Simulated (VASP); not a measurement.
# Ti (P6_3/mmc) in VASP: further runs

Aim: see how the results for Ti move with the level of theory and the settings. Levels: PBEsol+D3(BJ), optB86b-vdW. Tasks: density of states, band structure.

Program: VASP 6.6.1. These are calculated values, not measurements. Logs are shortened: lines on timing, memory, paths and dates and some standing lists are left out, and cuts for length are marked.

## 1. Starting point

The structure is hexagonal, space group P6_3/mmc (No. 194). Conventional cell: a = 2.950 Å, b = 2.950 Å, c = 4.680 Å, α = 90.00°, β = 90.00°, γ = 120.00°. Ti (site symmetry -6m2) is surrounded by 12 Ti at 2.89 to 2.95 Å.

## 2. Density of states, PBEsol+D3(BJ)

The input, run.py:

```python
from ase.calculators.vasp import Vasp
from ase.dft.dos import DOS
from ase.io import read

atoms = read('Ti.cif', primitive_cell=True, subtrans_included=False)
calc = Vasp(
    directory='calc',
    xc='pbesol',
    pp='PBE',
    setups='recommended',
    prec='Accurate',
    encut=520,
    ediff=1e-06,
    ismear=1,
    sigma=0.1,
    lreal=False,
    lasph=True,
    nelm=100,
    algo='Normal',
    isif=2,
    lwave=False,
    lcharg=False,
    lmaxmix=4,
    ivdw=12,
    lorbit=11,
    kpts=[10, 10, 6],
    gamma=True,
)
atoms.calc = calc

print('energy (eV):', atoms.get_potential_energy())
print('free energy (eV):', atoms.get_potential_energy(force_consistent=True))
print('forces (eV/A):')
print(atoms.get_forces())
print('stress (eV/A^3, Voigt):', atoms.get_stress())
print('Fermi level (eV):', calc.get_fermi_level())
dos = DOS(calc, width=0.2, window=(-10, 10), npts=301)
print('E - E_F (eV), DOS (1/eV)')
for e, g in zip(dos.get_energies(), dos.get_dos()):
    print(f'{e:8.3f} {g:10.4f}')
```

The input, Ti.cif:

```cif
data_Ti
_cell_length_a 2.95000000
_cell_length_b 2.95000000
_cell_length_c 4.68000000
_cell_angle_alpha 90.00000000
_cell_angle_beta 90.00000000
_cell_angle_gamma 120.00000000
_space_group_name_H-M_alt 'P6_3/mmc'
_space_group_name_Hall '-P 6c 2c'
_space_group_IT_number 194
loop_
_space_group_symop_operation_xyz
'x,y,z'
'-x,-y,-z'
'x-y,x,z+1/2'
'-x+y,-x,-z+1/2'
'-y,x-y,z'
'y,-x+y,-z'
'-x,-y,z+1/2'
'x,y,-z+1/2'
'-x+y,-x,z'
'x-y,x,-z'
'y,-x+y,z+1/2'
'-y,x-y,-z+1/2'
'-y,-x,-z+1/2'
'y,x,z+1/2'
'-x,-x+y,-z'
'x,x-y,z'
'-x+y,y,-z+1/2'
'x-y,-y,z+1/2'
'y,x,-z'
'-y,-x,z'
'x,x-y,-z+1/2'
'-x,-x+y,z+1/2'
'x-y,-y,-z'
'-x+y,y,z'
loop_
_atom_site_label
_atom_site_type_symbol
_atom_site_symmetry_multiplicity
_atom_site_Wyckoff_symbol
_atom_site_fract_x
_atom_site_fract_y
_atom_site_fract_z
_atom_site_occupancy
Ti1 Ti 2 c 0.6666666667 0.3333333333 0.7500000000 1
```

Potentials or basis: VASP PAW PBE potentials, release 64 (Ti_sv).

Command:

```bash
$ python run.py
```

The program printed:

```text
energy (eV): -17.81953172
free energy (eV): -17.82012225
forces (eV/A):
[[ 0. -0.  0.]
 [-0.  0.  0.]]
stress (eV/A^3, Voigt): [ 0.06979262  0.06979262  0.07264673 -0.         -0.          0.        ]
Fermi level (eV): 8.03333298
E - E_F (eV), DOS (1/eV)
 -10.000     0.0000
  -9.933     0.0000
  -9.867     0.0000
  -9.800     0.0000
  -9.733     0.0000
  -9.667     0.0000
[... 293 lines left out ...]
   9.933     0.0000
  10.000     0.0000
```

Run time: 19 s. Hardware: 1 thread of AMD EPYC 9R45 (Zen 5), shared host; peak memory 0.14 GiB.

What came out:

- Free energy: -17.8201 eV
- Pressure: -11.3 GPa
- Band gap on the k mesh: none (metal or under the smearing width)
- Valence electrons inside the program's atomic spheres: Ti 10.23
- Dispersion energy per atom: -0.591 eV

States per cell in windows of 0.5 eV (zero at the Fermi level; states under -8 eV left out):
```tsv
from (eV)	total	Ti1_d	Ti2_d	Ti1_p	Ti2_p	Ti1_s	Ti2_s
-8.0	0.00	0.00	0.00	0.00	0.00	0.00	0.00
-7.5	0.00	0.00	0.00	0.00	0.00	0.00	0.00
-7.0	0.00	0.00	0.00	0.00	0.00	0.00	0.00
-6.5	0.00	0.00	0.00	0.00	0.00	0.00	0.00
-6.0	0.07	0.00	0.00	0.00	0.00	0.01	0.01
-5.5	0.06	0.00	0.00	0.00	0.00	0.01	0.01
-5.0	0.11	0.00	0.00	0.00	0.00	0.02	0.02
-4.5	0.25	0.00	0.00	0.01	0.01	0.03	0.03
-4.0	0.18	0.01	0.01	0.01	0.01	0.02	0.02
-3.5	0.25	0.01	0.01	0.01	0.01	0.03	0.03
-3.0	0.43	0.04	0.04	0.01	0.01	0.04	0.04
-2.5	1.22	0.23	0.23	0.03	0.03	0.06	0.06
-2.0	1.06	0.28	0.28	0.02	0.02	0.02	0.02
-1.5	1.05	0.29	0.29	0.03	0.03	0.01	0.01
-1.0	2.37	0.70	0.70	0.07	0.07	0.01	0.01
-0.5	0.75	0.24	0.24	0.02	0.02	0.00	0.00
0.0	1.48	0.51	0.51	0.03	0.03	0.00	0.00
0.5	1.92	0.70	0.70	0.04	0.04	0.01	0.01
1.0	2.82	1.07	1.07	0.05	0.05	0.01	0.01
1.5	0.82	0.34	0.34	0.01	0.01	0.00	0.00
2.0	0.46	0.20	0.20	0.00	0.00	0.00	0.00
2.5	0.38	0.17	0.17	0.00	0.00	0.00	0.00
3.0	0.32	0.15	0.15	0.00	0.00	0.00	0.00
3.5	0.00	0.00	0.00	0.00	0.00	0.00	0.00
4.0	0.00	0.00	0.00	0.00	0.00	0.00	0.00
4.5	0.00	0.00	0.00	0.00	0.00	0.00	0.00
5.0	0.00	0.00	0.00	0.00	0.00	0.00	0.00
5.5	0.00	0.00	0.00	0.00	0.00	0.00	0.00
```

Caveat: the PAW data sets were made with another functional, which shifts forces and pressure a little; pairwise dispersion overbinds metals, which lowers pressure and volume.

## 3. Band structure, optB86b-vdW (atoms moved at random, drawn with an rms of 0.02 Å)

The input, POSCAR:

```
Ti
1.0
    2.9500000000      0.0000000000      0.0000000000
   -1.4750000000      2.5547749412      0.0000000000
    0.0000000000      0.0000000000      4.6800000000
Ti
2
Cartesian
    1.4824443250      0.8340139439      3.5208342000
   -0.0213299750      1.7120696530      1.1796127200
```

The input, INCAR.step1:

```
AGGAC = 0.0
ALGO = Fast
EDIFF = 1E-6
ENCUT = 520
GGA = MK
ISIF = 2
ISMEAR = 1
LASPH = T
LCHARG = T
LMAXMIX = 4
LREAL = F
LUSE_VDW = T
LWAVE = F
NELM = 60
PARAM1 = 0.1234
PARAM2 = 1.0
PREC = Accurate
SIGMA = 0.2
```

The input, KPOINTS.step1:

```
k-points
0
Gamma
  10 10 6
```

The input, INCAR.step2:

```
AGGAC = 0.0
ALGO = Fast
EDIFF = 1E-6
ENCUT = 520
GGA = MK
ICHARG = 11
ISIF = 2
ISMEAR = 0
LASPH = T
LCHARG = F
LMAXMIX = 4
LREAL = F
LUSE_VDW = T
LWAVE = F
NELM = 60
PARAM1 = 0.1234
PARAM2 = 1.0
PREC = Accurate
SIGMA = 0.05
```

The input, KPOINTS.step2:

```
path GMKGALHA,LM,KH
20
line-mode
reciprocal
 0.0000000000  0.0000000000  0.0000000000  G
 0.5000000000  0.0000000000  0.0000000000  M

 0.5000000000  0.0000000000  0.0000000000  M
 0.3333333333  0.3333333333  0.0000000000  K

 0.3333333333  0.3333333333  0.0000000000  K
 0.0000000000  0.0000000000  0.0000000000  G

 0.0000000000  0.0000000000  0.0000000000  G
 0.0000000000  0.0000000000  0.5000000000  A

 0.0000000000  0.0000000000  0.5000000000  A
 0.5000000000  0.0000000000  0.5000000000  L

 0.5000000000  0.0000000000  0.5000000000  L
 0.3333333333  0.3333333333  0.5000000000  H

 0.3333333333  0.3333333333  0.5000000000  H
 0.0000000000  0.0000000000  0.5000000000  A

 0.5000000000  0.0000000000  0.5000000000  L
 0.5000000000  0.0000000000  0.0000000000  M

 0.3333333333  0.3333333333  0.0000000000  K
 0.3333333333  0.3333333333  0.5000000000  H
```

Potentials or basis: VASP PAW PBE potentials, release 64 (Ti_sv).

Command:

```bash
$ cat potpaw_PBE.64/Ti_sv/POTCAR > POTCAR
$ cp INCAR.step1 INCAR
$ cp KPOINTS.step1 KPOINTS
$ mpirun -np 1 vasp_std > vasp.out
$ cp INCAR.step2 INCAR
$ cp KPOINTS.step2 KPOINTS
$ mpirun -np 1 vasp_std > vasp.out
```

OUTCAR:

```text
EDIFF = 1E-6
   ENCUT = 520
   GGA = MK
   ICHARG = 11
   ISIF = 2
   ISMEAR = 0
   LASPH = T
   LREAL = F
   NELM = 60
   PREC = Accurate

 ion  position               nearest neighbor table
   1  0.666  0.326  0.752-   2 2.88   2 2.88   2 2.89   2 2.89   2 2.92   2 2.92
   2  0.328  0.670  0.252-   1 2.88   1 2.88   1 2.89   1 2.89   1 2.92   1 2.92

  LATTYP: Found a hexagonal cell.
 ALAT       =     2.9500000000
 C/A-ratio  =     1.5864406780

  Lattice vectors:

 A1 = (   2.9500000000,   0.0000000000,   0.0000000000)
 A2 = (  -1.4750000000,   2.5547749412,   0.0000000000)
 A3 = (   0.0000000000,   0.0000000000,   4.6800000000)

Analysis of symmetry for initial positions (statically):
=====================================================================
 Subroutine PRICEL returns:
 Original cell was already a primitive cell.

 Routine SETGRP: Setting up the symmetry group for a
 hexagonal supercell.

 Subroutine GETGRP returns: Found  2 space group operations
 (whereof  1 operations were pure point group operations)
 out of a pool of 24 trial point group operations.

The static configuration has the point symmetry C_1 .
 The point group associated with its full space group is S_2 .

Analysis of symmetry for dynamics (positions and initial velocities):
=====================================================================
 Subroutine PRICEL returns:
 Original cell was already a primitive cell.

 Routine SETGRP: Setting up the symmetry group for a
 hexagonal supercell.

 Subroutine GETGRP returns: Found  2 space group operations
 (whereof  1 operations were pure point group operations)
 out of a pool of 24 trial point group operations.

The dynamic configuration has the point symmetry C_1 .
 The point group associated with its full space group is S_2 .

 Subroutine INISYM returns: Found  2 space group operations
[... 110 lines left out ...]
     AMIX_MAG =   1.60;   BMIX_MAG =  1.00
  volume/ion in A,a.u.               =      17.64       119.01
  Fermi-wavevector in a.u.,A,eV,Ry     =   1.439920  2.721055 28.209912  2.073370
  Thomas-Fermi vector in A             =   2.558722
   LORBIT       =      0    0 simple, 1 ext, 2 COOP (PROOUT), +10 PAW based schemes
   GGA     = MK    functional components
   LHFCALC =     F    Hartree Fock is set to
   AEXX    =    0.0000 exact exchange contribution
   IVDW_NL    =     1    kernel type
   BPARAM     = 6.3000
   IVDW    =     0    specifies the selected vdW correction
   LEPSILON=     F    determine dielectric tensor
   LRPA    =     F    only Hartree local field effects (RPA)
 non-spin polarized calculation
 RMM-DIIS sequential band-by-band and
 Gauss-broadening in eV      SIGMA  =   0.05
  energy-cutoff  :      520.00
  volume of cell :       35.27
 maximum number of plane-waves:       982
 NGX is ok and might be reduce to    24

 number of electron      24.0000000 magnetization

 Free energy of the ion-electron system (eV)
  ---------------------------------------------------
  ext. energy  EPLUGINS =         0.00000000
  ---------------------------------------------------
  free energy    TOTEN  =       -10.12514926 eV

  energy without entropy =      -10.12097664  energy(sigma->0) =      -10.12306295

 E-fermi :   8.1351     XC(G=0): -11.5025

 val. band max:        8.1339362276   @ k =   0.0000   0.0000   0.2895
 cond. band min:       8.1382697620   @ k =   0.3333   0.3333   0.1842
 fundamental gap:      0.0043335344
 Fermi energy:         8.1350706699

 k-point     1 :       0.0000    0.0000    0.0000
  band No.  band energies     occupation
      1     -48.6322      2.00000
      2     -48.5021      2.00000
      3     -25.3181      2.00000
      4     -24.7017      2.00000
      5     -24.6908      2.00000
      6     -24.6420      2.00000
[... 433 lines left out ...]
      3     -25.1460      2.00000
      4     -25.0310      2.00000
      5     -25.0168      2.00000
      6     -24.8386      2.00000
[... 8 lines left out ...]
     15       9.2096      0.00000
     16      11.3341      0.00000

 [... further k-points ...]

------------------------ aborting loop because EDIFF is reached ----------------------------------------

  FORCE on cell =-STRESS in cart. coord.  units (eV):
  Direction    XX          YY          ZZ          XY          YZ          ZX
  --------------------------------------------------------------------------------------
  -------------------------------------------------------------------------------------
  Total        1.5574918     -0.5383839     -0.3381641      3.2730675     -0.0327435     -0.0207404
  in kB       70.7482712    -24.4558128    -15.3609331    148.6774249     -1.4873551     -0.9421212
  external PRESSURE =      10.3105084 kB  Pullay stress =       0.0000000 kB

 VOLUME and BASIS-vectors are now :
 -----------------------------------------------------------------------------
  energy-cutoff  :      520.00
  volume of cell :       35.27
      direct lattice vectors                 reciprocal lattice vectors
     2.950000000  0.000000000  0.000000000     0.338983051  0.195711956  0.000000000
    -1.475000000  2.554774941  0.000000000     0.000000000  0.391423911  0.000000000
     0.000000000  0.000000000  4.680000000     0.000000000  0.000000000  0.213675214

 POSITION                                       TOTAL-FORCE (eV/Angst)
 -----------------------------------------------------------------------------------
      1.48244      0.83401      3.52083        -0.809706     -0.434396      0.012217
     -0.02133      1.71207      1.17961         0.809706      0.434396     -0.012217
 -----------------------------------------------------------------------------------
    total drift:                                0.000011      0.000017      0.000067

  FREE ENERGIE OF THE ION-ELECTRON SYSTEM (eV)
  ---------------------------------------------------
  free  energy   TOTEN  =       -10.1251492583 eV

  energy  without entropy=      -10.1209766392  energy(sigma->0) =      -10.12306295

Total vdW correction in eV:      3.9180223
```

OUTCAR.step1:

```text
EDIFF = 1E-6
   ENCUT = 520
   GGA = MK
   ISIF = 2
   ISMEAR = 1
   LASPH = T
[... 685 lines left out ...]
      1.48244      0.83401      3.52083        -0.043992      0.041448     -0.003160
     -0.02133      1.71207      1.17961         0.043992     -0.041448      0.003160
 -----------------------------------------------------------------------------------
    total drift:                                0.000010      0.000014      0.000067

  FREE ENERGIE OF THE ION-ELECTRON SYSTEM (eV)
  ---------------------------------------------------
  free  energy   TOTEN  =       -10.0499756946 eV

  energy  without entropy=      -10.0521738787  energy(sigma->0) =      -10.05070842

Total vdW correction in eV:      3.9180223
```

Run time: 5.9 min. Hardware: 1 thread of AMD EPYC 9R45 (Zen 5), shared host; peak memory 0.4 GiB.

What came out:

```yaml
Band_gap_along_the_path: none (metal or under the smearing width)
```

Levels at the corners of the path, in eV from the Fermi level:
```
point  band 9  band 10  band 11  band 12  band 13  band 14  band 15  band 16
    Γ   -6.09    -2.64     0.73     0.77     0.77     0.83     1.22     1.26
    M   -2.28    -2.11    -1.79    -0.61     0.48     0.58     1.12     3.25
    M   -2.28    -2.11    -1.79    -0.61     0.48     0.58     1.12     3.25
    K   -1.64    -1.37    -1.36    -1.25     0.18     0.26     1.46     2.95
    K   -1.64    -1.37    -1.36    -1.25     0.18     0.26     1.46     2.97
    Γ   -6.09    -2.64     0.73     0.77     0.77     0.83     1.22     1.26
    Γ   -6.09    -2.64     0.73     0.77     0.77     0.83     1.22     1.26
    A   -4.27    -4.26     0.06     0.07     0.65     0.65     0.68     0.68
    A   -4.27    -4.26     0.06     0.07     0.65     0.65     0.68     0.68
    L   -2.49    -2.49    -0.80    -0.80     1.31     1.31     1.70     1.70
    L   -2.49    -2.49    -0.80    -0.80     1.31     1.31     1.70     1.70
    H   -1.21    -1.20    -1.06    -1.06    -0.22    -0.22     1.63     1.63
    H   -1.21    -1.20    -1.06    -1.06    -0.22    -0.22     1.63     1.63
    A   -4.27    -4.26     0.06     0.07     0.65     0.65     0.68     0.68
    L   -2.49    -2.49    -0.80    -0.80     1.31     1.31     1.70     1.70
    M   -2.28    -2.11    -1.79    -0.61     0.48     0.58     1.12     3.25
    K   -1.64    -1.37    -1.36    -1.25     0.18     0.26     1.46     2.96
    H   -1.21    -1.20    -1.06    -1.06    -0.22    -0.22     1.63     1.63
```

Caveat: the log is that of the step along the path at fixed density, whose energy, stress, charges and moments have no meaning; the PAW data sets were made with another functional, which shifts forces and pressure a little.

## 4. The reference run

An earlier run on the cell as given: functional PBE; potentials or basis VASP PAW PBE potentials, release 64 (Ti_sv); cutoff 520 eV; k mesh 10 × 10 × 6; occupations fermi-dirac, width 0.05 eV; no spin polarisation.

- Pressure: -1.7 GPa
- Band gap on the k mesh: none (metal or under the smearing width)

## 5. The runs side by side

| task | level | cell | smearing | gap on the mesh (eV) | pressure (GPa) |
| --- | --- | --- | --- | --- | --- |
| density of states | PBEsol+D3(BJ) | as given | methfessel-paxton 0.1 eV | none | -11.3 |
| band structure | optB86b-vdW | atoms moved at random, drawn with an rms of 0.02 Å | methfessel-paxton 0.2 eV | - | - |
| single point | PBE | as given | fermi-dirac 0.05 eV | none | -1.7 |

Alike in all rows: potentials or basis VASP PAW PBE potentials, release 64 (Ti_sv); no spin polarisation; k mesh 10 × 10 × 6; cutoff (eV) 520.

Caveats: the PAW data sets were made with another functional, which shifts forces and pressure a little (some runs); pairwise dispersion overbinds metals, which lowers pressure and volume (some runs).

Absolute energies hang on the potentials; compare differences alone.
